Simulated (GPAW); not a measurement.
# GaN (P6_3mc) in GPAW: a series of runs, part 4 of 4

GPAW 26.7.0.

## (6) One-shot levels of the hybrid HSE06, LDA

run.py reads:

```python
import numpy as np
from ase.dft.bandgap import bandgap
from ase.io import write
from ase.spacegroup import crystal
from ase.units import GPa
from gpaw import GPAW, PW
from gpaw.hybrids import NonSelfConsistentHybridXCCalculator
from gpaw.hybrids.energy import non_self_consistent_energy

# Ga 2b
# N 2b
atoms = crystal(['Ga', 'N'],
                basis=[[0.6666666667, 0.3333333333, 0.5],
                       [0.6666666667, 0.3333333333, 0.875]],
                spacegroup=186, setting=1,  # P6_3mc
                cellpar=[3.18, 3.18, 5.166, 90.0, 90.0, 120.0],
                primitive_cell=True)

calc = GPAW(mode=PW(600),
            xc='LDA',
            kpts={'size': (6, 6, 3), 'gamma': True},
            occupations={'name': 'fermi-dirac', 'width': 0.05},
            nbands=20,
            convergence={'density': 1e-05, 'energy': 1e-05, 'bands': 16, 'eigenstates': 1e-07},
            maxiter=150,
            txt='gpaw.txt')
atoms.calc = calc
energy = atoms.get_potential_energy()
forces = atoms.get_forces()
stress = atoms.get_stress()
calc.write('gs.gpw')
write('result.traj', atoms)
print(f'Energy: {energy:.6f} eV')
print('Forces (eV/A):')
print(forces.round(4))
print('Stress (GPa):', (stress / GPa).round(3))
print('Fermi level:', round(calc.get_fermi_level(), 4), 'eV')
print(f'Gap: {bandgap(calc)[0]:.4f} eV, direct: {bandgap(calc, direct=True)[0]:.4f} eV')

for xc in ['HSE06', 'B3LYP', 'PBE0']:
    e = non_self_consistent_energy(calc, xc).sum()
    print(f'{xc} energy on these orbitals: {e:.6f} eV')
    nsc = NonSelfConsistentHybridXCCalculator.from_dft_calculation(
        calc.dft, xc, log=f'levels-{xc}.txt')
    dft_skn, hyb_skn = nsc.calculate(calc.dft.ibzwfs, 0, 16)
    np.savetxt(f'levels-{xc}.dat', hyb_skn.reshape((-1, hyb_skn.shape[-1])), fmt='%.4f')
```

Potentials or basis: the program's PAW data sets (release 1.2.1) made for this functional, pw.

Command:

```bash
$ OMP_NUM_THREADS=1 python run.py
```

gpaw.txt:

```text
__  _  _
 | _ |_)|_||  |
 |__||  | ||/\| - 26.7.0

Input parameters:
  mode=PW(ecut=600.0),
  convergence={'density': 1e-05, 'energy': 1e-05, 'bands': 16, 'eigenstates': 1e-07},
  kpts=MonkhorstPack(size=(6, 6, 3), gamma=True),
  maxiter=150,
  nbands=20,
  occupations=Occupations(name='fermi-dirac', width=0.05),
  xc=XC(name='LDA')

Diagonalizing LCAO Hamiltonian
Converting LCAO to pw mode

           N

           Ga
        N

        Ga

Atoms  # Å, Bohr magnetons
|   | symbol |         x |        y |        z |    initial magnetic moments |
|---|--------|-----------|----------|----------|-----------------------------|
| 0 |     Ga |  1.590000 | 0.917987 | 2.583000 | ( 0.0000,  0.0000,  0.0000) |
| 1 |     Ga | -0.000000 | 1.835974 | 0.000000 | ( 0.0000,  0.0000,  0.0000) |
| 2 |      N |  1.590000 | 0.917987 | 4.520250 | ( 0.0000,  0.0000,  0.0000) |
| 3 |      N | -0.000000 | 1.835974 | 1.937250 | ( 0.0000,  0.0000,  0.0000) |

Unit cell  # Å
| periodic |         x |        y |        z |  lengths |     angles |
|----------|-----------|----------|----------|----------|------------|
|      yes |  3.180000 | 0.000000 | 0.000000 | 3.180000 |  90.000000 |
|      yes | -1.590000 | 2.753961 | 0.000000 | 3.180000 |  90.000000 |
|      yes |  0.000000 | 0.000000 | 5.166000 | 5.166000 | 120.000000 |

Number of symmetries: 6
Symmetry operations  # r_c * U_cc + t_c -> r_c
|   | kind |            matrix            |
|---|------|------------------------------|
| 0 |  σ   |  1, 1, 0,  0,-1, 0,  0, 0, 1 |
| 1 |  E   |  1, 0, 0,  0, 1, 0,  0, 0, 1 |
| 2 |  C3  |  0, 1, 0, -1,-1, 0,  0, 0, 1 |
| 3 |  σ   |  0,-1, 0, -1, 0, 0,  0, 0, 1 |
| 4 |  σ   | -1, 0, 0,  1, 1, 0,  0, 0, 1 |
| 5 |  C3  | -1,-1, 0,  1, 0, 0,  0, 0, 1 |

BZ-sampling:
  Number of BZ points: 108
  Number of IBZ points: 17

  Monkhorst-Pack size: [6, 6, 3]
  Monkhorst-Pack shift: [0.08333333333333333, 0.08333333333333333, 0.0]

K-points  # in reciprocal-cell coordinates
|     |                                coordinates |     weight |
|-----|--------------------------------------------|------------|
|   0 | (  0.00000000,   0.00000000,   0.00000000) | 0.00925926 |
|   1 | (  0.00000000,   0.00000000,   0.33333333) | 0.01851852 |
|   2 | (  0.16666667,   0.00000000,  -0.33333333) | 0.05555556 |
|   3 | (  0.16666667,   0.00000000,   0.00000000) | 0.05555556 |
|   4 | (  0.16666667,   0.00000000,   0.33333333) | 0.05555556 |
|   5 | (  0.33333333,  -0.16666667,   0.00000000) | 0.05555556 |
|   6 | (  0.33333333,  -0.16666667,   0.33333333) | 0.11111111 |
|   7 | (  0.33333333,   0.00000000,  -0.33333333) | 0.05555556 |
|   8 | (  0.33333333,   0.00000000,   0.00000000) | 0.05555556 |
|   9 | (  0.33333333,   0.00000000,   0.33333333) | 0.05555556 |
| ... |                                            |            |
|  16 | (  0.50000000,   0.50000000,   0.33333333) | 0.05555556 |

Plane wave coefficients: 1521
Cutoff: 600.0 eV

Spin-components: 1 (collinear spins)
Bands:           20
Projectors:      20
Spin-degeneracy: 2
Datatype:        complex128

Parallelization:
  kpt:    1
  domain: 1
  band:   1

Density:
  Valence electrons: 16.0
  Components: 1
  Grid points: [18 18 30]
  Charge: 0.0  # |e|

Potential:
  Grid points: [18 18 30]

species:
  Ga:
    name:    Gallium
    Z:       31.0
    valence: 3
    core:    28
    charge:  0.0  # [|e|]
    compensation charges:
      type: gauss
      rc: 0.37  # [Å]
      lmax: 2
    cutoffs:
      filter: 2.06  # [Å]
      core: 4.17  # [Å]
    projectors
    | kind |    occ | energy [eV] | rcut [Å] |
    |------|--------|-------------|----------|
    |   4s |  2.000 |      -9.167 |    1.164 |
    |   4p |  1.000 |      -2.734 |    1.164 |
    |    s |        |      18.045 |    1.164 |
    |    p |        |      24.478 |    1.164 |
    |    d |        |       0.000 |    1.164 |

    Using partial waves for Ga as LCAO basis

  N:
    name:    Nitrogen
    Z:       7.0
    valence: 5
    core:    2
    charge:  0.0  # [|e|]
    compensation charges:
      type: gauss
      rc: 0.18  # [Å]
      lmax: 2
    cutoffs:
      filter: 1.11  # [Å]
      core: 0.96  # [Å]
    projectors
    | kind |    occ | energy [eV] | rcut [Å] |
    |------|--------|-------------|----------|
    |   2s |  2.000 |     -18.420 |    0.603 |
    |   2p |  3.000 |      -7.237 |    0.529 |
    |    s |        |       8.791 |    0.603 |
    |    p |        |      19.974 |    0.529 |
    |    d |        |       0.000 |    0.577 |

    Using partial waves for N as LCAO basis

Reference energy: -108557.861093  # eV

eigensolver:
  PPCG
  Converge bands: 16
  niter=2

density mixing:
  MSR1-Mixer
  Pratt-step length: 0.05
  Maximum mixing coefficient: 0.75
  Old densities: 10
  SVD Regularization: 0.005
  Good broyden scale: 1.0
  Trust region scale: 1.0
  Backstep threshold: 4.0
  History deletion threshold: 6.0
  Fourier metric: weight=20.0, sigma=0.015

occupation numbers:
  Fermi-Dirac:
    width: 0.0500  # eV

poisson solver:
  ecut: 4800.0  # eV

xc functional:
  name: None

convergence criteria:
- Maximum integral of absolute [dens]ity change: 1e-05 electrons / valence electron
- Maximum [total energy] change in last 3 cyles: 1e-05 eV / valence electron
- Maximum integral of absolute [eigenst]ate change: 1e-07 eV^2 / valence electron
maximum number of iterations: 150

SCF iterations
|iter     | |      energy | eigst |  dens |
|---------|-|-------------|-------|-------|
|iter:   1| |  -30.935987 | +0.91 |       |
|iter:   2| |  -30.010403 | -0.33 | -0.58 |
|iter:   3| |  -27.461403 | -0.45 | -0.63 |
|iter:   4| |  -27.432147 | -2.77 | -1.31 |
|iter:   5| |  -27.422577 | -3.17 | -1.59 |
|iter:   6| |  -27.422562 | -5.40 | -2.85 |
|iter:   7| |  -27.422566c| -6.23 | -3.24 |
|iter:   8| |  -27.422566c| -7.14c| -4.24 |
|iter:   9| |  -27.422566c| -7.10c| -4.49 |
|iter:  10| |  -27.422566c| -7.80c| -5.11c|

Converged in 10 steps
Energy contributions relative to reference atoms: (reference = -108557.861093)

Energy contributions:
  Kinetic:          67.984939
  Coulomb:         -59.393902
  Zero:              0.107694
  External:          0.000000
  Xc:              -36.121296
  Entropy:          -0.000000
  Spinorbit:         0.000000
  ----------------------------
  Free energy:     -27.422566
  Extrapolated:    -27.422566

dipole moment: (-0.000025, -0.000040, -11.624543)  # |e|*Ang

Fermi level: 7.193
Eigenvalues  # (at kpt = [0.000, 0.000, 0.000])
| band index |      eig [eV] | occ [0-2] |
|------------|---------------|-----------|
|          0 |        -9.699 |     2.000 |
|          1 |        -7.234 |     2.000 |
|          2 |        -0.982 |     2.000 |
|          3 |         5.131 |     2.000 |
|          4 |         5.131 |     2.000 |
|          5 |         6.137 |     2.000 |
[... 8 lines left out ...]
|         14 |        17.889 |     0.000 |
|         15 |        17.889 |     0.000 |
|        ... |               |           |
|         19 |        23.626 |     0.000 |

Gap: 2.080 eV
Transition (v -> c):
  (s=0, k=0, n=7, [0.00, 0.00, 0.00]) -> (s=0, k=0, n=8, [0.00, 0.00, 0.00])
No difference between direct/indirect transitions

Forces  # eV/Ang
|        x |       y |        z |
|----------|---------|----------|
| -0.00000 | 0.00000 | -0.16804 |  # Ga   0
|  0.00000 | 0.00000 | -0.16803 |  # Ga   1
|  0.00000 | 0.00000 |  0.16494 |  # N    2
| -0.00000 | 0.00000 |  0.16487 |  # N    3

Stress tensor  # eV/Ang^3
|        x |         y |         z |
|----------|-----------|-----------|
| 0.021492 | -0.000000 |  0.000000 |
| 0.000000 |  0.021492 | -0.000000 |
| 0.000000 | -0.000000 |  0.007716 |

# Writing to gs.gpw (mode='')
```

stdout:

```text
Energy: -27.422566 eV
Forces (eV/A):
[[-0.      0.     -0.168 ]
 [ 0.      0.     -0.168 ]
 [ 0.      0.      0.1649]
 [-0.      0.      0.1649]]
Stress (GPa): [ 3.443  3.443  1.236 -0.     0.    -0.   ]
Fermi level: 7.1927 eV
Gap: 2.0800 eV, direct: 2.0800 eV
IBZ(<points: 17, symmetries: 6>)
Occupied bands: 8
DFT energy: -27.422566299664386 eV
minus DFT-XC energy: 36.12129633388232 eV
Core-core contribution:          -1050.564
Valence-core contribution:          -8.665
Valence-valence contribution:      -34.064
HSE06 energy on these orbitals: -224.549990 eV
IBZ(<points: 17, symmetries: 6>)
Occupied bands: 8
DFT energy: -27.422566299664386 eV
minus DFT-XC energy: 36.12129633388232 eV
Core-core contribution:           -840.451
Valence-core contribution:          -6.932
Valence-valence contribution:      -32.519
B3LYP energy on these orbitals: -218.608892 eV
IBZ(<points: 17, symmetries: 6>)
Occupied bands: 8
DFT energy: -27.422566299664386 eV
minus DFT-XC energy: 36.12129633388232 eV
Core-core contribution:          -1050.564
Valence-core contribution:          -8.665
Valence-valence contribution:      -40.648
PBE0 energy on these orbitals: -198.988734 eV
```

It took 8.6 min on 1 thread of Intel Xeon Platinum 8488C (Sapphire Rapids), shared host; peak memory 0.45 GiB.

Results:

- Free energy: -27.4226 eV
- Pressure: -2.7 GPa
- Largest force: 0.168 eV/Å
- Band gap on the k mesh: 2.08 eV, direct
- Band gap of the one-shot hybrid: 3.32 eV
- Direct band gap of the one-shot hybrid: 3.32 eV

Forces in eV/Å, atoms in the order of the input:
```
Ga   0.000  0.000 -0.168
Ga   0.000  0.000 -0.168
N    0.000  0.000  0.165
N    0.000  0.000  0.165
```

Band gaps from one-shot exact exchange on these states (eV): hse06 3.32, b3lyp 3.86, pbe0 3.97

Caveat: the k mesh is coarse; the cutoff is short for stress and forces, so pressures can be off by a GPa or more; energy and the plain gap are those of the semilocal run; the hybrids' values are one shot on its orbitals and mesh.

## (7) The runs side by side

```tsv
task	level	potentials or basis	spin	k mesh	cutoff (eV)	band path	band points	spin axis theta (degrees)	spin axis phi (degrees)	hybrids on these orbitals	gap on the mesh (eV)	pressure (GPa)	largest force (eV/Å)
band structure	rSCAN	GPAW PAW data sets (gpaw-data 1.2.1), pw	SOC, no magnetisation	7 × 7 × 4	800	GMKGALHA,LM,KH	100	90	0	-	2.55	7.2	0.18
single point	TB-mBJ	GPAW PAW data sets for LDA (gpaw-data 1.2.1), pw	off	7 × 7 × 4	800	-	-	-	-	-	3.50	-	-
band structure	BP86	PAW data sets generated in the run's folder for this functional, pw	SOC, no magnetisation	7 × 7 × 4	800	GMKGALHA,LM,KH	100	0	0	-	2.08	14.9	0.18
one-shot levels of the hybrid HSE06	LDA	the program's PAW data sets (release 1.2.1) made for this functional, pw	off	6 × 6 × 3	600	-	-	-	-	["HSE06", "B3LYP", "PBE0"]	2.08	-2.7	0.17
```

Alike in all rows: cell as given; smearing fermi-dirac 0.05 eV.

Caveats: spin-orbit coupling was added after a scalar SCF, so levels and gaps hold it while energy, forces, pressure and moments don't (some runs); this program's spin-orbit splittings come out too wide for heavy elements (some runs); the PAW data sets were made with another functional, which shifts forces and pressure a little (some runs); a model potential gives levels but no total energy (some runs); the cutoff is short for stress and forces, so pressures can be off by a GPa or more (some runs); energy and the plain gap are those of the semilocal run (some runs).

Total energies depend on the potentials used, so only differences within one code and one set of settings carry meaning.

## (8) Against experiment

Step 2. A measured gap of GaN is 3.503 eV (direct; quoted in “Studying electronic properties in GaN without electrical contacts using γ-γ vs e−-γ Perturbed Angular Correlations”, 2019, pmc:6823545); the calculated 2.55 eV misses it by -0.95 eV. The value is that of rSCAN, without temperature or zero-point motion.

Step 3. Measured gap of GaN: 3.503 eV (direct; quoted in “Studying electronic properties in GaN without electrical contacts using γ-γ vs e−-γ Perturbed Angular Correlations”, 2019, pmc:6823545). This calculation gives 3.50 eV (-0.01 eV). Spin-orbit coupling on Ga is left out. The value is that of TB-mBJ, without temperature or zero-point motion.

Step 4. Against the measured gap of GaN, 3.503 eV (direct; quoted in “Studying electronic properties in GaN without electrical contacts using γ-γ vs e−-γ Perturbed Angular Correlations”, 2019, pmc:6823545), the calculated 2.08 eV is off by -1.42 eV. The value is that of BP86, without temperature or zero-point motion.

Step 6. A measured gap of GaN is 3.503 eV (direct; quoted in “Studying electronic properties in GaN without electrical contacts using γ-γ vs e−-γ Perturbed Angular Correlations”, 2019, pmc:6823545); the calculated 2.08 eV misses it by -1.42 eV. Spin-orbit coupling on Ga is left out. The value is that of LDA, without temperature or zero-point motion. Semilocal functionals fall short of measured gaps as a rule.
